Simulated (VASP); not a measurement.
Write the native input for VASP 6.6.1 that does the following.

```yaml
Task: band structure
Functional: LDA
Potentials_or_basis: VASP PAW LDA potentials, release 64 (In_d, P)
Cutoff: 520 eV
k_mesh: 6 × 6 × 6
Occupations: gaussian, width 0.02 eV
Spin: spin-orbit coupling, no magnetisation
Ladder: gaps
Further_INCAR_settings: ALGO = Normal; EDIFF = 1e-07; NBANDS = 30
```

The structure of InP lies in POSCAR:

```
InP
1.0
    0.0000000000      2.9305000000      2.9305000000
    2.9305000000      0.0000000000      2.9305000000
    2.9305000000      2.9305000000      0.0000000000
In P
1 1
Direct
    0.0000000000      0.0000000000      0.0000000000
    0.7500000000      0.7500000000      0.7500000000
```

One way to write it, as run:

INCAR

```
PREC = Accurate
ENCUT = 520
EDIFF = 1E-7
ISMEAR = 0
SIGMA = 0.02
LREAL = F
LASPH = T
NELM = 100
ALGO = Normal
ISIF = 2
LWAVE = F
LCHARG = F
MAGMOM = 0 0 0 0 0 0
LORBIT = 11
LSORBIT = T
GGA_COMPAT = F
GGA = CA
NBANDS = 30
KPAR = 2
```

KPOINTS

```
Automatic mesh
0
Gamma
  6 6 6
```

KPOINTS_OPT

```
path GXWKGLUWLK,UX
20
line-mode
reciprocal
 0.0000000000  0.0000000000  0.0000000000  G
 0.5000000000  0.0000000000  0.5000000000  X

 0.5000000000  0.0000000000  0.5000000000  X
 0.5000000000  0.2500000000  0.7500000000  W

 0.5000000000  0.2500000000  0.7500000000  W
 0.3750000000  0.3750000000  0.7500000000  K

 0.3750000000  0.3750000000  0.7500000000  K
 0.0000000000  0.0000000000  0.0000000000  G

 0.0000000000  0.0000000000  0.0000000000  G
 0.5000000000  0.5000000000  0.5000000000  L

 0.5000000000  0.5000000000  0.5000000000  L
 0.6250000000  0.2500000000  0.6250000000  U

 0.6250000000  0.2500000000  0.6250000000  U
 0.5000000000  0.2500000000  0.7500000000  W

 0.5000000000  0.2500000000  0.7500000000  W
 0.5000000000  0.5000000000  0.5000000000  L

 0.5000000000  0.5000000000  0.5000000000  L
 0.3750000000  0.3750000000  0.7500000000  K

 0.6250000000  0.2500000000  0.6250000000  U
 0.5000000000  0.0000000000  0.5000000000  X
```

Potentials or basis: VASP PAW LDA potentials, release 64 (In_d, P).

Run with:

```sh
$ cat potpaw_LDA.64/In_d/POTCAR potpaw_LDA.64/P/POTCAR > POTCAR
$ mpirun -np 2 vasp_ncl > vasp.out
```

It gave:

```json
{
 "Pressure": "-1.2 GPa",
 "Valence electrons inside the program's atomic spheres": "In 11.53; P 2.52"
}
```

It took 2.2 min on 2 MPI ranks on Intel(R) Xeon(R) 6975P-C (Granite Rapids), on a shared host, peak memory 0.28 GiB a rank.
